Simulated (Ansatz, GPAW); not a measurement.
# Geometry or basis: what sets the conductance of decane-1,10-dithiol between two Al chains, part 2 of 4

Wanted: T(E) of decane-1,10-dithiol between two Al chains at a relaxed geometry in two programs, beside the unrelaxed structure.

GPAW 26.7.0 and Ansatz 0.2.0; Ansatz plane waves; relaxation of the junction with the lead ends held; PAW set soft_1 (the session's first sound run).

So far. Step 2 (Relaxation): The relaxation lowered the energy of the cell by 3.09 eV.

## Step 3: Plane-wave reference (PBE)

A plane-wave run comes first: its basis does not favour the atoms, so it serves as the reference for the orbital bases.

This step: Ansatz plane waves; Landauer transmission by layers, zero bias; PAW set soft_1 (Ansatz 0.2.0).

input.yaml reads:

```yaml
crystal:
  lattice:
    - [12.7317830135, 0.0, 0.0]
    - [0.0, 10.5497517588, 0.0]
    - [0.0, 0.0, 45.9320308911]
  atoms:
    - { symbol: Al, position: [0.5, 0.5, 0.0261255594] }
    - { symbol: Al, position: [0.5, 0.5, 0.0783766781] }
    - { symbol: Al, position: [0.5, 0.5, 0.1306277968] }
    - { symbol: Al, position: [0.5, 0.5, 0.1828789156] }
    - { symbol: Al, position: [0.5, 0.5, 0.2351300343] }
    - { symbol: Al, position: [0.5393208621, 0.3779487761, 0.2820559694] }
    - { symbol: Al, position: [0.5115977047, 0.507249464, 0.3297305672] }
    - { symbol: S, position: [0.5331260323, 0.4389712788, 0.3751405162] }
    - { symbol: H, position: [0.5381484075, 0.6569446817, 0.393357988] }
    - { symbol: C, position: [0.5018783599, 0.5686300308, 0.4010312597] }
    - { symbol: H, position: [0.4163036732, 0.5815983255, 0.4011659509] }
    - { symbol: H, position: [0.6274856755, 0.5213060065, 0.430664203] }
    - { symbol: C, position: [0.5416986846, 0.5346350304, 0.4314996749] }
    - { symbol: H, position: [0.5081154781, 0.4426604241, 0.4379196066] }
    - { symbol: H, position: [0.5440378744, 0.728911872, 0.4461784883] }
    - { symbol: C, position: [0.5146356025, 0.6369020986, 0.4541230285] }
    - { symbol: H, position: [0.4285122195, 0.6468117181, 0.4556390661] }
    - { symbol: H, position: [0.6453838182, 0.5974997082, 0.4829226888] }
    - { symbol: H, position: [0.5171952596, 0.4156620537, 0.4879138912] }
    - { symbol: C, position: [0.5599329825, 0.6133492363, 0.4847319347] }
    - { symbol: C, position: [0.5104048674, 0.5020276817, 0.5012498611] }
    - { symbol: H, position: [0.5504867429, 0.7007902345, 0.4975649995] }
    - { symbol: H, position: [0.4254043276, 0.5193849768, 0.5038147379] }
    - { symbol: H, position: [0.645081326, 0.4666965229, 0.528885805] }
    - { symbol: C, position: [0.5590156592, 0.4740949869, 0.5312354726] }
    - { symbol: H, position: [0.5324121718, 0.3795459005, 0.5383141495] }
    - { symbol: H, position: [0.562459243, 0.663964793, 0.5499986659] }
    - { symbol: C, position: [0.5333566735, 0.5686802554, 0.5556296422] }
    - { symbol: H, position: [0.4473081047, 0.5772925608, 0.5576857296] }
    - { symbol: H, position: [0.666185316, 0.5232305953, 0.583048831] }
    - { symbol: C, position: [0.5799136928, 0.5280513127, 0.5850202203] }
    - { symbol: H, position: [0.5538946169, 0.4305368788, 0.5898638734] }
    - { symbol: H, position: [0.5760031441, 0.7121932242, 0.6062879698] }
    - { symbol: C, position: [0.5510129173, 0.6141770929, 0.6107671661] }
    - { symbol: H, position: [0.4651672059, 0.6170261844, 0.6135251735] }
    - { symbol: H, position: [0.6878406007, 0.5668415299, 0.6368904449] }
    - { symbol: C, position: [0.6019780996, 0.568686297, 0.6390544365] }
    - { symbol: H, position: [0.5761957038, 0.4716427332, 0.6441876303] }
    - { symbol: S, position: [0.5721519971, 0.6744057188, 0.6703587708] }
    - { symbol: Al, position: [0.5379706834, 0.5275556956, 0.7038042208] }
    - { symbol: Al, position: [0.4757682001, 0.3268715774, 0.7277541829] }
    - { symbol: Al, position: [0.5, 0.5, 0.7648699657] }
    - { symbol: Al, position: [0.5, 0.5, 0.8171210844] }
    - { symbol: Al, position: [0.5, 0.5, 0.8693722032] }
    - { symbol: Al, position: [0.5, 0.5, 0.9216233219] }
    - { symbol: Al, position: [0.5, 0.5, 0.9738744406] }
kpoints:
  mp_grid: { grid: [1, 1, 2] }
hamiltonian:
  xc: pbe
  pseudopotentials: { kind: paw, azcp: { folder: soft_1 } }
scf:
  occupations: { method: fermi_dirac, width: 0.1 }
output:
  transmission:
    leads: [[0, 1]]
    e_range: [-2, 2]
    de: 0.025
    kmesh: [1, 1]
    reduced_basis: true
  write_potential: true
  write_density: true
  volumetric_format: npy
  elf: true
```

Command:

```bash
$ ansatz run input.yaml --threads 4 --pin off --max-ram 8192MiB --backend cpu --events-out ev --progress --plain --runs-dir out
```

Numbers of over 12 decimals in the logs are rounded to 6 here.

The program printed:

```text
[...]
Crystal: 46 atoms, lattice volume = 6169.459 Å³
Basis set: ecut = 420 eV, 120621 PW (Γ)
Bands: 103, of which v1, the nominal top of the filled ones, is band 57 counted from 1 (56 counted from 0)
Symmetry: 1 space group operations
[...]
k-points: 2
[...]
SCF iter   1: F=—  HF=-12156.611657 eV  |F-HF|=—  |Δ(HF+E_count)|=         —  Δρ=2.63e-2  dr2=5.81e1  ethr=3.10e-3  ⟨swp⟩=8.0  Hψ=1167  notcnv=0  defer=24
[...]
SCF iter  15: F=-12137.119588 eV  HF=-12137.119588 eV  |F-HF|=3.20e-8  |Δ(HF+E_count)|=   2.17e-7  Δρ=5.26e-7  dr2=4.30e-8  ethr=8.77e-11  ⟨swp⟩=40.5  Hψ=2101  notcnv=0
SCF 1 converged in 15 iterations: F = -12137.119588 eV  dr2 = 4.30e-8
[...]
transmission: 6 of 57 steps passed
transmission: 12 of 57 steps passed
[...]
transmission: 57 of 57 steps passed
WARN: The input density's exchange-correlation potential varies sharply where the density is thin. Do not read a vacuum level from v_tot or v_xc, or from such a field of the output density. On a cell that repeats whose density bears no net charge and no dipole along the vacuum's axis use v_es (v_loc + v_h of the components); under efield.dipole_correction with no amplitude use v_es + v_field, which holds any external [...]
SCF converged after 15 iterations
the last check of whether an eigenvalue changes by more than its tolerance under the output density was not made (no_room)
Free energy (F): -12137.119588 eV
[...]
Internal energy: -12136.539945 eV  (E = F + TS)
E sigma→0 (E₀):  -12136.829767 eV
Entropy (-TS):   -0.579643 eV (-12.601 meV/atom)
Fermi energy:    -3.314713 eV
[...]
--- Band table (eV) ---
  k-point 0: bands = [... 53 lower, -3.6468, -3.5737, -3.4870, -3.4001, -3.2632, -3.1535, -2.9740, -2.8505, ... 42 higher]
  k-point 1: bands = [... 53 lower, -3.6468, -3.5737, -3.4870, -3.4001, -3.2632, -3.1535, -2.9740, -2.8505, ... 42 higher]
--- Transmission ---
  basis      : 1177 plane waves across, 57 finite elements along
  points     : 1, standing for a mesh of 1 x 1
  filling    : by the input's occupations and mesh, since the crystals that have channels conduct as metals do. If one of these is a semiconductor, that mesh has misplaced its level
  energies   : 161 from -2.000000 to 2.000000 eV about the Fermi level, 0.025000 eV apart; the leads are filled to 0.000000 eV, and channels, transmission and decay are at 0.000000 eV
  crystal 0  : Al1, at the sites [0, 1], period 2.4000 Å, over 24.00 Å; its Hamiltonian steps by up to 26.6 meV: too much for a lead, lay more layers or, if its atoms are ordered, name the step of that order
    offset         : up to 0.0000 Å between an atom of the period and one for which it stands
    filled         : 16.3 meV over the level at which it is neutral
    channels       : 2.000000e0 a spin
    conductance    : 1.1537e14 S/m² at 300 K; may be off by some 0.0 % by where its bands' edges are placed, 0.0 % from the distance to neutral
  junction   : crystal 0 to crystal 0, 0.70 to 44.23 Å
    transmission   : 2.152110e-9 a spin
    conductance    : 1.2492e5 S/m² at 300 K (1.2491e5 on every other energy)
    error estimate : 0.0 % from the energy spacing and 0.0 % from band edges of the leads and from resonances (wavevectors taken as independent; lower de), 10.3 % from the steps of its leads' Hamiltonians or their offsets (lay more layers), 3.1 % from the distance to neutral
    resistance     : 8.0053e6 Ω µm² beyond half of each lead's own
```

It took 2.9 h on 4 threads of Intel Xeon Platinum 8375C at 2.90GHz (Ice Lake), shared host; peak memory 6.9 GiB; 8.6 h of CPU time.

In the SCF lines HF is the Harris–Foulkes energy and dr2 the Hartree energy of the density residual, in eV; the loop may stop once dr2 is under the threshold and the program's other checks hold. Hψ counts applications of the Hamiltonian.

This step gave:

* free energy: -12137.1196 eV
* lead level: 0 eV from the Fermi level
* transmission at the Fermi level (one spin): 2.15e-9
* open channels of the lead at the Fermi level (one spin): 2
* step of the potential along the lead: 26.6 meV
* offset of the lead: 0 Å
* filling of the lead less its bulk value, in size: 16.3 meV
* conductance: 2.17e-9 G₀

One spin. Table of transmission, zone mean by energy, zero at the Fermi level:

```
energy (eV)  transmission, zone mean
     -2.000                   4.9e-8
     -1.900                   1.6e-5
     -1.800                   3.5e-6
     -1.700                   7.8e-6
     -1.600                   3.5e-5
     -1.550                   6.1e-5
     -1.500                   2.5e-5
     -1.400                   1.7e-6
     -1.300                   9.7e-8
     -1.200                        0
     -1.100                        0
     -1.000                        0
     -0.900                        0
     -0.800                        0
     -0.700                        0
     -0.600                        0
     -0.500                        0
     -0.400                        0
     -0.300                  8.1e-10
     -0.200                   1.4e-9
     -0.100                   1.8e-9
      0.000                   2.2e-9
      0.100                   2.6e-9
      0.200                   3.4e-9
      0.300                   4.6e-9
      0.400                   6.4e-9
      0.500                   9.0e-9
      0.600                   1.3e-8
      0.700                   1.7e-8
      0.800                   2.1e-8
      0.900                   2.5e-8
      1.000                   4.5e-8
      1.100                   6.9e-8
      1.200                   9.8e-8
      1.300                   1.3e-7
      1.400                   1.5e-7
      1.500                   1.8e-7
      1.600                   2.0e-7
      1.700                   2.2e-7
      1.800                   2.6e-7
      1.900                   3.1e-7
      2.000                   4.1e-7
```

One spin. Open channels, zone mean against energy, zero at the Fermi level:

```csv
energy (eV),"open channels, zone mean"
-2.000,1
-1.900,1
-1.800,1
-1.700,1
-1.600,1
-1.500,1
-1.400,1
-1.300,1
-1.200,0
-1.100,0
-1.000,0
-0.900,0
-0.800,0
-0.700,0
-0.600,0
-0.500,0
-0.400,0
-0.300,2
-0.200,2
-0.100,2
0.000,2
0.100,2
0.200,2
0.300,2
0.400,2
0.500,2
0.600,2
0.700,2
0.800,2
0.900,2
1.000,3
1.100,3
1.200,3
1.300,3
1.400,3
1.500,3
1.600,3
1.700,3
1.800,3
1.900,3
2.000,3
```

Crystal 0, spin -, k parallel (0, 0); distinct values, listed up to 1.5 1/Å. Im kz of the slowest decaying states against energy, zero at the Fermi level:

| energy (eV) | decay 1 (Å⁻¹) | decay 2 (Å⁻¹) | decay 3 (Å⁻¹) | decay 4 (Å⁻¹) |
| --- | --- | --- | --- | --- |
| -2.000 | 0.671 | 0.671 | 1.18 | 1.27 |
| -1.800 | 0.628 | 0.628 | 1.15 | 1.25 |
| -1.600 | 0.581 | 0.581 | 1.13 | 1.23 |
| -1.400 | 0.530 | 0.531 | 1.11 | 1.20 |
| -1.200 | 0.0369 | 0.474 | 0.475 | 1.08 |
| -1.000 | 0.0793 | 0.411 | 0.412 | 1.06 |
| -0.800 | 0.100 | 0.336 | 0.336 | 1.03 |
| -0.600 | 0.112 | 0.237 | 0.239 | 1.01 |
| -0.400 | 0.0114 | 0.0265 | 0.119 | 0.982 |
| -0.200 | 0.121 | 0.954 | 1.06 | 1.11 |
| 0.000 | 0.119 | 0.927 | 1.04 | 1.08 |
| 0.200 | 0.113 | 0.898 | 1.01 | 1.06 |
| 0.400 | 0.102 | 0.868 | 0.988 | 1.03 |
| 0.600 | 0.0839 | 0.837 | 0.961 | 1.01 |
| 0.800 | 0.0539 | 0.805 | 0.933 | 0.981 |
| 1.000 | 0.772 | 0.904 | 0.953 | 0.970 |
| 1.200 | 0.737 | 0.875 | 0.925 | 0.942 |
| 1.400 | 0.700 | 0.844 | 0.896 | 0.913 |
| 1.600 | 0.661 | 0.813 | 0.867 | 0.884 |
| 1.800 | 0.620 | 0.780 | 0.836 | 0.853 |
| 2.000 | 0.576 | 0.745 | 0.804 | 0.821 |

Crystal 0, spin -, k parallel (0, 0). Table of Re kz of states that move upwards by energy, zero at the Fermi level:

| energy (eV) | channel 1 (Å⁻¹) | channel 2 (Å⁻¹) | channel 3 (Å⁻¹) |
| --- | --- | --- | --- |
| -2.000 | 1.13 | - | - |
| -1.800 | 1.16 | - | - |
| -1.600 | 1.20 | - | - |
| -1.400 | 1.24 | - | - |
| -1.200 | - | - | - |
| -1.000 | - | - | - |
| -0.800 | - | - | - |
| -0.600 | - | - | - |
| -0.400 | - | - | - |
| -0.200 | 0.236 | 0.237 | - |
| 0.000 | 0.334 | 0.335 | - |
| 0.200 | 0.410 | 0.411 | - |
| 0.400 | 0.474 | 0.474 | - |
| 0.600 | 0.530 | 0.530 | - |
| 0.800 | 0.580 | 0.581 | - |
| 1.000 | -1.26 | 0.627 | 0.628 |
| 1.200 | -1.22 | 0.670 | 0.671 |
| 1.400 | -1.19 | 0.711 | 0.712 |
| 1.600 | -1.16 | 0.750 | 0.750 |
| 1.800 | -1.14 | 0.786 | 0.787 |
| 2.000 | -1.11 | 0.822 | 0.822 |

The electrostatic potential energy of an electron (with the applied field's), less the Fermi level, planar mean oscillates, so the rows of the table below give means over windows of 2 Å about each position, cut where the curve ends. Its first 14 maxima inside the range that stand out by 2 % of the span (Å: eV): 2.4: 4.00, 4.7: 4.00, 7.2: 3.98, 9.6: 3.91, 11.9: 3.73, 14.1: 3.67, 16.2: 3.67, 17.8: 3.16, 19.1: 3.56, 20.4: 2.99, 21.5: 3.48, 23.7: 3.46, 25.0: 3.14, 26.3: 3.49. Its first 14 minima: 1.4: 3.61, 3.9: 3.60, 6.3: 3.59, 8.8: 3.55, 11.2: 3.47, 13.3: 3.42, 15.5: 3.30, 17.4: 3.11, 18.4: 2.97, 20.0: 2.88, 20.8: 2.90, 22.5: 2.72, 24.4: 2.93, 25.4: 2.91.

Table of electrostatic potential energy of an electron (with the applied field's), less the Fermi level, planar mean by z; means over each step:

```csv
z (Å),"electrostatic potential energy of an electron (with the applied field's), less the Fermi level, planar mean (eV)"
0,3.79
2,3.78
4,3.74
6,3.70
8,3.70
10,3.68
12,3.55
14,3.49
16,3.43
18,3.14
20,3.08
22,3.03
24,3.12
26,3.15
28,3.24
30,3.35
32,3.37
34,3.45
36,3.76
38,3.71
40,3.70
42,3.74
44,3.78
```

The valence density, planar mean oscillates, so the rows of the table below give means over windows of 1 Å about each position, cut where the curve ends. Its first 14 maxima inside the range that stand out by 2 % of the span (Å: e/Å³): 2.3: 0.0106, 4.7: 0.0106, 7.0: 0.0107, 9.3: 0.0106, 11.8: 0.0118, 14.2: 0.0117, 18.2: 0.0439, 20.1: 0.0463, 22.7: 0.0572, 24.7: 0.0418, 25.3: 0.0425, 27.0: 0.0414, 28.0: 0.0413, 29.4: 0.0404. Its first 14 minima: 1.1: 0.00760, 3.6: 0.00758, 6.0: 0.00764, 8.3: 0.00772, 10.6: 0.00797, 12.9: 0.00894, 15.4: 0.00746, 19.1: 0.0222, 21.5: 0.0233, 23.7: 0.0248, 25.0: 0.0397, 26.1: 0.0252, 27.4: 0.0348, 28.7: 0.0268.

Valence density, planar mean against z; means over each step:

```
z (Å)  valence density, planar mean (e/Å³)
    0                               0.0104
    1                              0.00831
    2                              0.00990
    3                              0.00932
    4                              0.00880
    5                               0.0102
    6                              0.00816
    7                               0.0103
    8                              0.00876
    9                              0.00953
   10                              0.00966
   11                              0.00912
   12                               0.0114
   13                              0.00941
   14                               0.0113
   15                              0.00878
   16                               0.0118
   17                               0.0280
   18                               0.0403
   19                               0.0274
   20                               0.0425
   21                               0.0357
   22                               0.0377
   23                               0.0468
   24                               0.0313
   25                               0.0413
   26                               0.0309
   27                               0.0375
   28                               0.0374
   29                               0.0331
   30                               0.0315
   31                               0.0299
   32                               0.0175
   33                               0.0158
   34                               0.0155
   35                               0.0112
   36                              0.00993
   37                              0.00917
   38                              0.00876
   39                               0.0102
   40                              0.00819
   41                               0.0104
   42                              0.00864
   43                              0.00951
   44                              0.00974
   45                              0.00842
```

ELF in the cb plane at fractional x = 0.544, with atoms of Al and S and H and C within 0.2 Å of it. It is the smooth field of the valence electrons, not physical close to the nuclei.

Ten even steps from '0' (0.00 × 1e-1) to '9' (9.98 × 1e-1), each cell a mean:
```
00000000000000000000000000000000000000000000
00000000000000000000000000000000000000000000
00100000000000110000012221000000000000000000
02430000000001453000135543100000000000000000
27982001330003787300257876310000000000000000
59995005883004999610278987520000000000000000
89995028997103899720278877631000111000011111
89993049998202688631267446752112343211233322
36751038997312542454467568874346665434566544
26631026645656751576556678862378887656788755
79865468626976875566553356512288887447898645
66568658866765652237883123213278886326999523
77678525632489961038995014665676676436898634
99755678720399993028993026999865577756788756
99622799950289993005751027999864577765566666
98301799960059982001100037888864678753233444
74100699950015750000000036788876788753111222
20000378730001210000000024678888888642000011
00000034310000000000000023578888887641000000
00000001000000000000000012357788876421000000
00000000000000000000000001235666654210000000
00000000000000000000000000012344332100000000
00000000000000000000000000000011110000000000
00000000000000000000000000000000000000000000
```
Columns run along c (16.0 Å, from fractional 0.48 to 0.83 of the cell), rows up along b (10.5 Å). Atoms in or near the plane, at fractional coordinates: H at (0.50, 0.70), C at (0.53, 0.47), H at (0.54, 0.38), C at (0.56, 0.57), H at (0.59, 0.43), C at (0.61, 0.61), Al at (0.70, 0.53).

Valence density in the cb plane at fractional x = 0.544, with atoms of Al and S and H and C within 0.2 Å of it. It is the smooth field of the valence electrons, not physical close to the nuclei.

Ten even steps from '0' (0.0 e/Å³) to '9' (1.8 e/Å³), each cell a mean:
```
00000000000000000000000000000000000000000000
00000000000000000000000000000000000000000000
00000000000000000000000000000000000000000000
00000000000000000000000000000000000000000000
00000000000000000000000000000000000000000000
00000000000000000000001221000000000000000000
25510000110000133100014654100000000000000000
69720001541000257410125555310000000000000000
99410003784111379732234565310000000000000000
99410013897433589853322333210000000000000000
68642236999776655433321111100011110000111000
36777788765567521112320000000011111001111100
35667998421247510001220000001111111001111100
35323698310037510000100000011111111100000000
22101268300001100000000000001110010000000000
00000022100000000000000000000100000000000000
00000000000000000000000000000000000000000000
00000000000000000000000000000000000000000000
00000000000000000000000000000000000000000000
00000000000000000000000000000000000000000000
00000000000000000000000000000000000000000000
00000000000000000000000000000000000000000000
00000000000000000000000000000000000000000000
00000000000000000000000000000000000000000000
```
Columns run along c (16.0 Å, from fractional 0.48 to 0.83 of the cell), rows up along b (10.5 Å). Atoms in or near the plane, at fractional coordinates: H at (0.50, 0.70), C at (0.53, 0.47), H at (0.54, 0.38), C at (0.56, 0.57), H at (0.59, 0.43), C at (0.61, 0.61), Al at (0.70, 0.53).

Electrostatic potential energy in the cb plane at fractional x = 0.544, with atoms of Al and S and H and C within 0.2 Å of it. With pseudopotentials it is smooth inside the atoms' cores, unlike the true potential.

Values in eV, 13 rows by 16 columns, each cell a mean:
```
  1   1   1   1   1   1   1   1   1   0   0   0   0   0   0   0
  1   1   1   1   1   1   0   0   0   0   0   0   0   0   0   0
  1   1   1   1   1   0   0   0   0   0  -3   0   0   0   0   0
  0   1   1   1   0   0   0  -3  -3  -2 -23  -3 -15  -4  -1  -4
 -2  -1   1   1  -2  -3  -1 -11 -14  -3 -27 -24 -29  -2  -4 -20
-13  -7   0  -1 -12 -14  -3  -7 -22 -28 -19 -13 -25  -7 -11 -37
-19 -12  -6  -6 -15 -16 -19 -27  -7 -24 -11  -1 -20 -25 -33 -12
 -9  -7 -13 -13  -7  -9 -24 -33  -3  -3  -3  -1 -10  -6 -26  -2
 -1  -4 -13 -13  -1  -1  -4  -6   0   0   0   0  -1   0  -9  -1
  1  -1  -5  -3   0   1   1   1   1   1   0   0   0   0   0   0
  1   1   0   0   1   1   1   1   1   1   1   0   0   0   0   0
  1   1   1   1   1   1   1   1   1   1   1   0   0   0   0   0
  1   1   1   1   1   1   1   1   1   1   1   0   0   0   0   1
```
Columns run along c (16.0 Å, from fractional 0.22 to 0.57 of the cell; values clipped at the 3rd and 97th percentile), rows up along b (10.5 Å). Atoms in or near the plane, at fractional coordinates: Al at (0.28, 0.38), S at (0.38, 0.44), H at (0.39, 0.66), C at (0.43, 0.53), H at (0.45, 0.73), H at (0.50, 0.70), C at (0.53, 0.47), H at (0.54, 0.38), C at (0.56, 0.57).

The largest of the program's own error estimates on the conductance is 10 %. T at the Fermi level is 2.2e-9; the potential still steps by 26.6 meV from one lead period to the next, more than the program accepts for a lead, so the cell is too short for a firm reference, and the program's own error estimates apply.

(Continued in part 3 of 4.)

[Logs are printed without paths, hosts, clocks, repeated set-up lines and the standing remarks that a program may print on its own settings, such as how far it seeks lower states.]

[Hosts, paths, dates, database ids (printed as entryN), source tags and the programs' standing remarks are cut or masked in the printed files.]
